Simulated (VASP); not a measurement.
**VASP 6.6.1 run: RbBr**

INCAR

```
LREAL = .FALSE.
PREC = Accurate
ENCUT = 520
SIGMA = 0.02
LWAVE = .FALSE.
LASPH = .TRUE.
ISMEAR = -1
NBANDS = 15
EDIFF = 1E-7
NELM = 73
GGA = PE
IBRION = -1
LCHARG = .FALSE.
ISIF = 2
NSW = 0
```

KPOINTS

```
KPOINTS created by Atomic Simulation Environment
0
Gamma
6 6 6
0 0 0
```

POSCAR

```
Rb Br
 1.0000000000000000
     0.0000000000000000    3.9884029999999999    0.0000000000000000
     3.9884029999999999    0.0000000000000000    0.0000000000000000
     0.0000000000000000    0.0000000000000000    3.9884029999999999
 Rb  Br
   1   1
Cartesian
  0.0000000000000000  0.0000000000000000  0.0000000000000000
  1.9942015000000000  1.9942015000000000  1.9942015000000000
```

The recommended PBE PAW datasets give the neutral cell 16 valence electrons.

Command

```
mpirun -np 1 vasp_std
```

Standard output (part)

```
|     EEEEEEE  RRRRRR   RRRRRR   OOOOOOO  RRRRRR      ###     ###     ###     |
|     E        R     R  R     R  O     O  R     R     ###     ###     ###     |
|     E        R     R  R     R  O     O  R     R     ###     ###     ###     |
|     EEEEE    RRRRRR   RRRRRR   O     O  RRRRRR       #       #       #      |
|     E        R    R   R    R   O     O  R    R      ###     ###     ###     |
|     EEEEEEE  R     R  R     R  OOOOOOO  R     R     ###     ###     ###     |
|     ERROR: the triple product of the basis vectors is negative exchange     |
|     two basis vectors                                                       |
|       ---->  I REFUSE TO CONTINUE WITH THIS SICK JOB ... BYE!!! <----       |
```

VASP stopped before the first electronic step.

Task: Find the fault in these files.

Result: Left-handed cell vectors. VASP stopped before the first electronic step.
